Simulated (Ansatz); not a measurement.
Structure relaxation of Hf2B

Theory: Ansatz, DFT PBE, scalar-relativistic, plane waves, PAW. Cutoff 420 eV, Γ-centred k mesh, Gaussian smearing, no spin polarisation in the final step.

The start puts Hf2B on the fluorite structure type (Fm-3m, No. 225), with B in place of Ca, Hf in place of F, at a guessed volume.

```
CELL_PARAMETERS angstrom
0.00000 2.81560 2.81560
2.81560 0.00000 2.81560
2.81560 2.81560 0.00000
ATOMIC_POSITIONS crystal
Hf 0.25000 0.25000 0.25000
Hf 0.75000 0.75000 0.75000
B 0.00000 0.00000 0.00000
```

Cell and atoms relax at zero pressure; the relaxation can't lower the symmetry of the start. After a coarse first stage the cell is made exact in the group found at 0.06 Å.

The zero of energy is the elements' standard structures at the same level; no fitted shifts are applied.

(1) What does it relax into?

(2) What are its volume, energy, density and gap?

Answers

(1) It keeps Fm-3m (No. 225). The result has the fluorite structure. Conventional cell: a = 5.865 Å. Hf has 4 B at 2.54 Å and 6 Hf at 2.93 Å; B has 8 Hf at 2.54 Å.

```xyz
3
Lattice="0.0000 2.9324 2.9324 2.9324 0.0000 2.9324 2.9324 2.9324 0.0000" Properties=species:S:1:pos:R:3 pbc="T T T"
Hf    1.4662    1.4662    1.4662
Hf    4.3987    4.3987    4.3987
B     0.0000    0.0000    0.0000
```

(2) The volume per atom is 16.81 Å³ and the density is 12.11 g/cm³. The energy over the elements is -0.14 eV/atom and the gap on the 14×14×14 mesh is 0 eV (a metal).

The final run used a 14×14×14 mesh on its 3-atom cell and 0.10 eV smearing. The k mesh leaves about 4 meV/atom of noise in metals. Spin–orbit coupling is left out. Symmetry constrained the relaxation, so the result can be a saddle point.